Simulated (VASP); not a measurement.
Here is a VASP 6.6.1 calculation.

The input INCAR:

```
SYSTEM = Mg
  PREC = Accurate
  ENCUT = 600
  EDIFF = 1E-7
  ISMEAR = -1
  SIGMA = 0.05
  LREAL = .FALSE.
  LASPH = .TRUE.
  NELM = 80
  ALGO = Fast
  ISIF = 3
  LWAVE = .FALSE.
  LCHARG = .FALSE.
  GGA = BO
  LUSE_VDW = .TRUE.
  AGGAC = 0.0
  PARAM1 = 0.1833333333
  PARAM2 = 0.22
  IBRION = 2
  NSW = 40
  EDIFFG = -0.01
```

File KPOINTS:

```
Automatic mesh
0
G
  10 10 5
  0 0 0
```

POSCAR

```
Mg
1.0
    3.2093000000      0.0000000000      0.0000000000
   -1.6046500000      2.7793353284      0.0000000000
    0.0000000000      0.0000000000      5.2103000000
Mg
2
Direct
    0.6666666667      0.3333333333      0.7500000000
    0.3333333333      0.6666666667      0.2500000000
```

Potentials or basis: VASP PAW PBE potentials, release 64 (Mg).

Run with:

```sh
$ cat potpaw_PBE.64/Mg/POTCAR > POTCAR
$ mpirun -np 1 vasp_std > vasp.out
```

**Question.** Estimate the relaxed volume.

**Answer.** 22.69 Å³/atom.

**Question.** What does it give for the space group after relaxing (to 0.05 Å)?

**Answer.** P6_3/mmc (No. 194).

**Question.** Predict the relaxed cell.

**Answer.** a = 3.149 Å, b = 3.149 Å, c = 5.284 Å, α = 90.00°, β = 90.00°, γ = 120.00°.

**Question.** Predict the band gap on the k mesh.

**Answer.** None (metal or under the smearing width).

The path:
```
step  energy change (eV)  largest force (eV/Å)  pressure (GPa)  volume (Å³)
   1              0.0000                0.0000           -0.82        46.47
   2             -0.0051                0.0000           -0.24        45.68
   3             -0.0070                0.0000            0.33        44.95
   4             -0.0085                0.0000            0.26        45.05
   5             -0.0086                0.0000            0.24        45.09
   6             -0.0086                0.0000            0.24        45.09
   7             -0.0088                0.0000            0.01        45.37
```

Caveat: the PAW data sets were made with another functional, which shifts forces and pressure a little.
